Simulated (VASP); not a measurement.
# Si (P6/mmm) in VASP: settings compared

Aim: see how the results for Si move with the level of theory and the settings. Levels: PBE, PBE0. Tasks: single point.

Program: VASP 6.6.1. These are calculated values, not measurements. Logs are shortened: lines on timing, memory, paths and dates and some standing lists are left out, and cuts for length are marked.

### Step 1. Starting point

It takes space group P6/mmm (No. 191, hexagonal). Conventional cell: a = 2.621 Å, b = 2.621 Å, c = 2.466 Å, α = 90.00°, β = 90.00°, γ = 120.00°. Si (site symmetry 6/mmm) has 8 Si at 2.47 to 2.62 Å as nearest neighbours.

This isn't the form of Si at room conditions, which is diamond.

### Step 2. Single point, PBE

The input, INCAR:

```
SYSTEM = Si
ADDGRID  = .FALSE.      
ALGO     = Normal         ! electronic algorithm
EDIFF    = 1E-6           ! SCF threshold, eV
ENCUT    = 460            ! plane-wave cutoff, eV
GGA      = PE             ! functional
ISIF     = 2              ! what is computed and relaxed
ISMEAR   = 0              ! smearing method
LASPH    = .TRUE.         ! aspherical terms in the spheres
LCHARG   = .FALSE.        ! write CHGCAR
LREAL    = .FALSE.        ! projectors in reciprocal space
LWAVE    = .FALSE.        ! write WAVECAR
NBANDS   = 8              ! bands
NELM     = 100            ! most SCF steps
PREC     = Accurate       ! precision mode
SIGMA    = 0.05           ! smearing width, eV
```

The input, KPOINTS:

```
k-points
0
G
  8 8 8
  0 0 0
```

The input, POSCAR:

```
Si
1.0
    2.6205428149      0.0000000000      0.0000000000
   -1.3102714075      2.2694566494      0.0000000000
    0.0000000000      0.0000000000      2.4663543900
Si
1
Direct
    0.0000000000      0.0000000000      0.0000000000
```

Potentials or basis: VASP PAW PBE potentials, release 64 (Si).

On the command line:

```sh
$ cat potpaw_PBE.64/Si/POTCAR > POTCAR
$ mpirun -np 1 vasp_std > vasp.out
```

OUTCAR:

```text
SYSTEM = Si
   EDIFF = 1E-6
   ENCUT = 460
   GGA = PE
   ISIF = 2
   ISMEAR = 0
   LASPH = .TRUE.
   LREAL = .FALSE.
   NELM = 100
   PREC = Accurate

 Found     50 irreducible k-points:

 Following reciprocal coordinates:
            Coordinates               Weight
  0.000000  0.000000  0.000000      1.000000
  0.125000  0.000000  0.000000      6.000000
  0.250000  0.000000  0.000000      6.000000
  0.375000  0.000000  0.000000      6.000000
  0.500000  0.000000  0.000000      3.000000
  0.125000  0.125000  0.000000      6.000000
   k-points           NKPTS =     50   k-points in BZ     NKDIM =     50   number of bands    NBANDS=      8
   number of dos      NEDOS =    301   number of ions     NIONS =      1
   total plane-waves  NPLWV =   5832
   dimension x,y,z NGX =    18 NGY =   18 NGZ =   18
   dimension x,y,z NGXF=    36 NGYF=   36 NGZF=   36
   ions per type =               1
   NGX,Y,Z   is equivalent  to a cutoff of  11.42, 11.42, 12.13 a.u.
   NGXF,Y,Z  is equivalent  to a cutoff of  22.84, 22.84, 24.27 a.u.
 SYSTEM =  Si
   PREC   = accura    normal or accurate (medium, high low for compatibility)
   ISTART =      0    job   : 0-new  1-cont  2-samecut
   ICHARG =      2    charge: 1-file 2-atom 10-const
   ISPIN  =      1    spin polarized calculation?
   LNONCOLLINEAR =      F non collinear calculations
   LSORBIT =      F    spin-orbit coupling
   LASPH  =      T    aspherical Exc in radial PAW
   ENCUT  =  460.0 eV  33.81 Ry    5.81 a.u.   4.58  4.58  4.31*2*pi/ulx,y,z
   NELM   =    100;   NELMIN=  2; NELMDL= -5     # of ELM steps
   EDIFF  = 0.1E-05   stopping-criterion for ELM
   LREAL  =      F    real-space projection
   EDIFFG = 0.1E-04   stopping-criterion for IOM
   NSW    =      0    number of steps for IOM
   IBRION =     -1    ionic relax: 0-MD 1-quasi-New 2-CG
   NFREE  =      0    steps in history (QN), initial steepest desc. (CG)
   ISIF   =      2    stress and relaxation
   ISYM   =      2    0-nonsym 1-usesym 2-fastsym
   POTIM  = 0.5000    time-step for ionic-motion
   TEBEG  =    0.0;   TEEND  =   0.0 temperature during run
   PSTRESS=    0.0 pullay stress
   NELECT =       4.0000    total number of electrons
   NUPDOWN=      -1.0000    fix difference up-down
   EMIN   =  10.00;   EMAX   =-10.00  energy-range for DOS
   EFERMI =   0.00;   METHOD = LEGACY
   ISMEAR =     0;   SIGMA  =   0.05  broadening in eV -4-tet -1-fermi 0-gaus
   EFERMI_NEDOS =   21; number of points for ismear=-14 and -15
   IALGO  =     38    algorithm
   IMIX   =      4    mixing-type and parameters
     AMIX     =   0.40;   BMIX     =  1.00
     AMIX_MAG =   1.60;   BMIX_MAG =  1.00
  volume/ion in A,a.u.               =      14.67        98.98
  Fermi-wavevector in a.u.,A,eV,Ry     =   1.061627  2.006184 15.334472  1.127052
  Thomas-Fermi vector in A             =   2.197050
   LORBIT       =      0    0 simple, 1 ext, 2 COOP (PROOUT), +10 PAW based schemes
   GGA     = PE    functional components
   LHFCALC =     F    Hartree Fock is set to
   AEXX    =    0.0000 exact exchange contribution
   IVDW    =     0    specifies the selected vdW correction
   LEPSILON=     F    determine dielectric tensor
   LRPA    =     F    only Hartree local field effects (RPA)
 non-spin polarized calculation
 Gauss-broadening in eV      SIGMA  =   0.05
  energy-cutoff  :      460.00
  volume of cell :       14.67
 maximum number of plane-waves:       336
   NGX =  9   NGY =  9   NGZ =  9

 number of electron       4.0000000 magnetization

 Free energy of the ion-electron system (eV)
  ---------------------------------------------------
  ext. energy  EPLUGINS =         0.00000000
  ---------------------------------------------------
  free energy    TOTEN  =        -5.11077143 eV

  energy without entropy =       -5.10984834  energy(sigma->0) =       -5.11030989

 E-fermi :   9.5209     XC(G=0): -11.0687

 val. band max:        9.4715628487   @ k =   0.2500   0.1250   0.2500
 cond. band min:       9.5560143444   @ k =   0.1250   0.1250   0.2500
 fundamental gap:      0.0844514956
 Fermi energy:         9.5208860456

 k-point     1 :       0.0000    0.0000    0.0000
  band No.  band energies     occupation
      1      -4.4453      2.00000
      2      17.1883      0.00000
      3      17.7002      0.00000
      4      20.0717      0.00000
      5      20.0717      0.00000
      6      21.9833      0.00000
      7      21.9833      0.00000
      8      27.3473      0.00000

 k-point     2 :       0.1250    0.0000    0.0000
  band No.  band energies     occupation
      1      -4.0067      2.00000
      2      15.2353      0.00000
      3      18.0680      0.00000
      4      18.2007      0.00000
      5      18.4074      0.00000
      6      22.0647      0.00000
      7      24.6125      0.00000
      8      30.1727      0.00000

 k-point     3 :       0.2500    0.0000    0.0000
  band No.  band energies     occupation
      1      -2.6980      2.00000
      2      10.6587      0.00000
      3      16.3582      0.00000
      4      17.3366      0.00000
      5      19.1625      0.00000
      6      22.8055      0.00000
      7      28.6872      0.00000
      8      30.7380      0.00000

 k-point     4 :       0.3750    0.0000    0.0000
  band No.  band energies     occupation
      1      -0.5438      2.00000
      2       6.2545      2.00000
      3      15.2337      0.00000
      4      16.5184      0.00000
      5      20.9265      0.00000
      6      24.6746      0.00000
      7      27.1610      0.00000
      8      31.0439      0.00000

 k-point     5 :       0.5000    0.0000    0.0000
  band No.  band energies     occupation
      1       2.0569      2.00000
      2       2.8836      2.00000
      3      14.8577      0.00000
      4      16.2086      0.00000
      5      22.5811      0.00000
      6      24.8643      0.00000
      7      26.6990      0.00000
      8      28.6134      0.00000

 k-point     6 :       0.1250    0.1250    0.0000
  band No.  band energies     occupation
      1      -3.1329      2.00000
      2      12.8468      0.00000
      3      14.0336      0.00000
      4      18.7995      0.00000
      5      19.8998      0.00000
      6      23.0952      0.00000
      7      25.7807      0.00000
      8      32.1151      0.00000

 [... further k-points ...]
[... 5 lines left out ...]
  --------------------------------------------------------------------------------------
  -------------------------------------------------------------------------------------
  Total        0.5887367      0.5887367     -0.1827132     -0.0000000     -0.0000000      0.0000000
  in kB       64.3077110     64.3077110    -19.9577612     -0.0000000     -0.0000000      0.0000000
  external PRESSURE =      36.2192203 kB  Pullay stress =       0.0000000 kB

 VOLUME and BASIS-vectors are now :
 -----------------------------------------------------------------------------
  energy-cutoff  :      460.00
  volume of cell :       14.67
      direct lattice vectors                 reciprocal lattice vectors
     2.620542815  0.000000000  0.000000000     0.381600329  0.220317053  0.000000000
    -1.310271407  2.269456649  0.000000000     0.000000000  0.440634105  0.000000000
     0.000000000  0.000000000  2.466354390     0.000000000  0.000000000  0.405456736

 POSITION                                       TOTAL-FORCE (eV/Angst)
 -----------------------------------------------------------------------------------
      0.00000      0.00000      0.00000         0.000000      0.000000      0.000000
 -----------------------------------------------------------------------------------
    total drift:                                0.000000      0.000000      0.000000

  FREE ENERGIE OF THE ION-ELECTRON SYSTEM (eV)
  ---------------------------------------------------
  free  energy   TOTEN  =        -5.1107714293 eV

  energy  without entropy=       -5.1098483434  energy(sigma->0) =       -5.11030989
```

Wall time 6.8 s (1 thread of Intel Xeon Platinum 8488C (Sapphire Rapids), shared host); peak memory 0.11 GiB.

These settings aren't checked as converged: the numbers below hold their error.

Results:

| Quantity | Value |
| --- | --- |
| Free energy | -5.1108 eV |
| Pressure | 3.6 GPa |
| Band gap on the k mesh | none (metal or under the smearing width) |

### Step 3. Single point, PBE

Changes to INCAR since step 2:

```diff
@@ -4,3 +4,3 @@
 EDIFF    = 1E-6           ! SCF threshold, eV
-ENCUT    = 460            ! plane-wave cutoff, eV
+ENCUT    = 520            ! plane-wave cutoff, eV
 GGA      = PE             ! functional
```

KPOINTS is that of step 2.

POSCAR is that of step 2.

Potentials or basis: VASP PAW PBE potentials, release 64 (Si).

On the command line:

```sh
$ cat potpaw_PBE.64/Si/POTCAR > POTCAR
$ mpirun -np 1 vasp_std > vasp.out
```

OUTCAR:

```text
SYSTEM = Si
   EDIFF = 1E-6
   ENCUT = 520
   GGA = PE
   ISIF = 2
   ISMEAR = 0
   LASPH = .TRUE.
   LREAL = .FALSE.
   NELM = 100
   PREC = Accurate

 Found     50 irreducible k-points:

 Following reciprocal coordinates:
            Coordinates               Weight
  0.000000  0.000000  0.000000      1.000000
  0.125000  0.000000  0.000000      6.000000
  0.250000  0.000000  0.000000      6.000000
  0.375000  0.000000  0.000000      6.000000
  0.500000  0.000000  0.000000      3.000000
  0.125000  0.125000  0.000000      6.000000
   k-points           NKPTS =     50   k-points in BZ     NKDIM =     50   number of bands    NBANDS=      8
   number of dos      NEDOS =    301   number of ions     NIONS =      1
   total plane-waves  NPLWV =   7200
   dimension x,y,z NGX =    20 NGY =   20 NGZ =   18
   dimension x,y,z NGXF=    40 NGYF=   40 NGZF=   36
   ions per type =               1
   NGX,Y,Z   is equivalent  to a cutoff of  12.69, 12.69, 12.13 a.u.
   NGXF,Y,Z  is equivalent  to a cutoff of  25.38, 25.38, 24.27 a.u.
 SYSTEM =  Si
   PREC   = accura    normal or accurate (medium, high low for compatibility)
   ISTART =      0    job   : 0-new  1-cont  2-samecut
   ICHARG =      2    charge: 1-file 2-atom 10-const
   ISPIN  =      1    spin polarized calculation?
   LNONCOLLINEAR =      F non collinear calculations
   LSORBIT =      F    spin-orbit coupling
   LASPH  =      T    aspherical Exc in radial PAW
   ENCUT  =  520.0 eV  38.22 Ry    6.18 a.u.   4.87  4.87  4.59*2*pi/ulx,y,z
   NELM   =    100;   NELMIN=  2; NELMDL= -5     # of ELM steps
   EDIFF  = 0.1E-05   stopping-criterion for ELM
   LREAL  =      F    real-space projection
   EDIFFG = 0.1E-04   stopping-criterion for IOM
   NSW    =      0    number of steps for IOM
   IBRION =     -1    ionic relax: 0-MD 1-quasi-New 2-CG
   NFREE  =      0    steps in history (QN), initial steepest desc. (CG)
   ISIF   =      2    stress and relaxation
   ISYM   =      2    0-nonsym 1-usesym 2-fastsym
   POTIM  = 0.5000    time-step for ionic-motion
   TEBEG  =    0.0;   TEEND  =   0.0 temperature during run
   PSTRESS=    0.0 pullay stress
   NELECT =       4.0000    total number of electrons
   NUPDOWN=      -1.0000    fix difference up-down
   EMIN   =  10.00;   EMAX   =-10.00  energy-range for DOS
   EFERMI =   0.00;   METHOD = LEGACY
   ISMEAR =     0;   SIGMA  =   0.05  broadening in eV -4-tet -1-fermi 0-gaus
   EFERMI_NEDOS =   21; number of points for ismear=-14 and -15
   IALGO  =     38    algorithm
   IMIX   =      4    mixing-type and parameters
     AMIX     =   0.40;   BMIX     =  1.00
     AMIX_MAG =   1.60;   BMIX_MAG =  1.00
  volume/ion in A,a.u.               =      14.67        98.98
  Fermi-wavevector in a.u.,A,eV,Ry     =   1.061627  2.006184 15.334472  1.127052
  Thomas-Fermi vector in A             =   2.197050
   LORBIT       =      0    0 simple, 1 ext, 2 COOP (PROOUT), +10 PAW based schemes
   GGA     = PE    functional components
   LHFCALC =     F    Hartree Fock is set to
   AEXX    =    0.0000 exact exchange contribution
   IVDW    =     0    specifies the selected vdW correction
   LEPSILON=     F    determine dielectric tensor
   LRPA    =     F    only Hartree local field effects (RPA)
 non-spin polarized calculation
 Gauss-broadening in eV      SIGMA  =   0.05
  energy-cutoff  :      520.00
  volume of cell :       14.67
 maximum number of plane-waves:       405
 NGX is ok and might be reduce to    20
   NGX =  9   NGY =  9   NGZ =  9

 number of electron       4.0000000 magnetization

 Free energy of the ion-electron system (eV)
  ---------------------------------------------------
  ext. energy  EPLUGINS =         0.00000000
  ---------------------------------------------------
  free energy    TOTEN  =        -5.11080087 eV

  energy without entropy =       -5.10987800  energy(sigma->0) =       -5.11033943

 E-fermi :   9.5209     XC(G=0): -11.0686

 val. band max:        9.4715799614   @ k =   0.2500   0.1250   0.2500
 cond. band min:       9.5560462828   @ k =   0.1250   0.1250   0.2500
 fundamental gap:      0.0844663215
 Fermi energy:         9.5209098310

 k-point     1 :       0.0000    0.0000    0.0000
  band No.  band energies     occupation
      1      -4.4453      2.00000
      2      17.1881      0.00000
      3      17.7002      0.00000
      4      20.0718      0.00000
      5      20.0718      0.00000
      6      21.9827      0.00000
      7      21.9827      0.00000
      8      27.3468      0.00000

 k-point     2 :       0.1250    0.0000    0.0000
  band No.  band energies     occupation
      1      -4.0067      2.00000
      2      15.2353      0.00000
      3      18.0680      0.00000
      4      18.2007      0.00000
      5      18.4072      0.00000
      6      22.0646      0.00000
      7      24.6119      0.00000
      8      30.1725      0.00000

 k-point     3 :       0.2500    0.0000    0.0000
  band No.  band energies     occupation
      1      -2.6979      2.00000
      2      10.6587      0.00000
      3      16.3583      0.00000
      4      17.3364      0.00000
      5      19.1625      0.00000
      6      22.8055      0.00000
      7      28.6867      0.00000
      8      30.7370      0.00000

 k-point     4 :       0.3750    0.0000    0.0000
  band No.  band energies     occupation
      1      -0.5437      2.00000
      2       6.2545      2.00000
      3      15.2338      0.00000
      4      16.5183      0.00000
      5      20.9265      0.00000
      6      24.6741      0.00000
      7      27.1605      0.00000
      8      31.0434      0.00000

 k-point     5 :       0.5000    0.0000    0.0000
  band No.  band energies     occupation
      1       2.0569      2.00000
      2       2.8837      2.00000
      3      14.8578      0.00000
      4      16.2085      0.00000
      5      22.5812      0.00000
      6      24.8638      0.00000
      7      26.6983      0.00000
      8      28.6131      0.00000

 k-point     6 :       0.1250    0.1250    0.0000
  band No.  band energies     occupation
      1      -3.1329      2.00000
      2      12.8468      0.00000
      3      14.0336      0.00000
      4      18.7995      0.00000
      5      19.8994      0.00000
      6      23.0953      0.00000
      7      25.7804      0.00000
      8      32.1138      0.00000

 [... further k-points ...]
[... 5 lines left out ...]
  --------------------------------------------------------------------------------------
  -------------------------------------------------------------------------------------
  Total        0.5887341      0.5887341     -0.1821433     -0.0000000     -0.0000000      0.0000000
  in kB       64.3074233     64.3074233    -19.8955129     -0.0000000     -0.0000000      0.0000000
  external PRESSURE =      36.2397779 kB  Pullay stress =       0.0000000 kB

 VOLUME and BASIS-vectors are now :
 -----------------------------------------------------------------------------
  energy-cutoff  :      520.00
  volume of cell :       14.67
      direct lattice vectors                 reciprocal lattice vectors
     2.620542815  0.000000000  0.000000000     0.381600329  0.220317053  0.000000000
    -1.310271407  2.269456649  0.000000000     0.000000000  0.440634105  0.000000000
     0.000000000  0.000000000  2.466354390     0.000000000  0.000000000  0.405456736

 POSITION                                       TOTAL-FORCE (eV/Angst)
 -----------------------------------------------------------------------------------
      0.00000      0.00000      0.00000         0.000000      0.000000      0.000000
 -----------------------------------------------------------------------------------
    total drift:                               -0.000000     -0.000000      0.000000

  FREE ENERGIE OF THE ION-ELECTRON SYSTEM (eV)
  ---------------------------------------------------
  free  energy   TOTEN  =        -5.1108008723 eV

  energy  without entropy=       -5.1098779972  energy(sigma->0) =       -5.11033943
```

It took 7 s on 1 thread of Intel Xeon Platinum 8488C (Sapphire Rapids), shared host; peak memory 0.11 GiB.

The run converged, but some of its settings lie outside the range that counts as converged, so its numbers aren't taken as properties of the crystal.

Results:

* Free energy: -5.1108 eV
* Pressure: 3.6 GPa
* Band gap on the k mesh: none (metal or under the smearing width)

[end of part 1 of 2]
